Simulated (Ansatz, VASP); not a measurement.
## TlBr in VASP and in Ansatz

```
CELL_PARAMETERS angstrom
3.97000 0.00000 0.00000
0.00000 3.97000 0.00000
0.00000 0.00000 3.97000
ATOMIC_POSITIONS crystal
Tl 0.00000 0.00000 0.00000
Br 0.50000 0.50000 0.50000
```

Alike in both runs: task single point; functional PBE; dispersion D3(BJ); k mesh 4 × 4 × 4; occupations gaussian, width 0.1 eV; no spin polarisation.

|  | VASP | Ansatz |
| --- | --- | --- |
| version | VASP 6.6.1 | Ansatz 0.2.0 |
| potentials or method | VASP PAW PBE potentials, release 64 (Tl_d, Br) | scalar-relativistic, plane waves, PAW |
| plane-wave cutoff (eV) | 520 | 420 |
| valence electrons in the cell | 20 | 20 |

Ansatz gave:

* gap on the k mesh at the Fermi level (eV): 1.83
* least direct gap on the mesh (eV): 1.83
* pressure (GPa): 0.3

Question: What did VASP give for the same quantities?

Answer: gap on the k mesh at the Fermi level (eV): 1.83; least direct gap on the mesh (eV): 1.83; pressure (GPa): 0.2.

The functional is the same, so the differences come from potentials, cutoffs and numerics.

Caveats: spin-orbit coupling is left out, which as a rule narrows the gap of such compounds by several tenths of an eV. A k mesh can miss the band edges. As with any semilocal functional, this PBE gap is likely too small.
